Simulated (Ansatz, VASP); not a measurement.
# SnSe in VASP and in Ansatz

File INCAR:

```
  PREC = Accurate
  ENCUT = 520
  EDIFF = 1E-6
  ISMEAR = -1
  SIGMA = 0.15
  LREAL = F
  LASPH = T
  NELM = 60
  ALGO = Normal
  ISIF = 2
  LWAVE = F
  LCHARG = T
  GGA = PE
  LELF = T
  LVHAR = T
  NBANDS = 17
```

Contents of KPOINTS:

```
Automatic mesh
0
Gamma
  9 9 9
```

File POSCAR:

```
SnSe
1.0
    0.0000000000      3.0100000000      3.0100000000
    3.0100000000      0.0000000000      3.0100000000
    3.0100000000      3.0100000000      0.0000000000
Sn Se
1 1
Direct
    0.0000000000      0.0000000000      0.0000000000
    0.5000000000      0.5000000000      0.5000000000
```

Input for Ansatz:

```yaml
crystal:
  lattice:
    - [0.0, 3.01, 3.01]
    - [3.01, 0.0, 3.01]
    - [3.01, 3.01, 0.0]
  atoms:
    - { symbol: Sn, position: [0.0, 0.0, 0.0] }
    - { symbol: Se, position: [0.5, 0.5, 0.5] }
kpoints:
  mp_grid: { grid: [9, 9, 9] }
scf:
  occupations: { method: fermi_dirac, width: 0.15 }
hamiltonian:
  xc: pbe
  pseudopotentials: { kind: all_electron, lapw: { basis_error: 0.00025 } }
output:
  forces: true
  stress: true
  eigenvalues: true
```

Alike in both runs: task single point; functional PBE; k mesh 9 × 9 × 9; occupations fermi-dirac, width 0.15 eV; no spin polarisation.

|  | VASP | Ansatz |
| --- | --- | --- |
| version | VASP 6.6.1 | Ansatz 0.2.0 |
| potentials or method | VASP PAW PBE potentials, release 64 (Sn_d, Se) | all-electron LAPW, scalar-relativistic |
| plane-wave cutoff (eV) | 520 | see its input |

```tsv
	VASP	Ansatz	Ansatz less VASP
pressure (GPa)	1.0	1.0	+0.01
```

Ansatz ran all-electron here, so the differences hold the error of VASP's frozen core and of both bases.
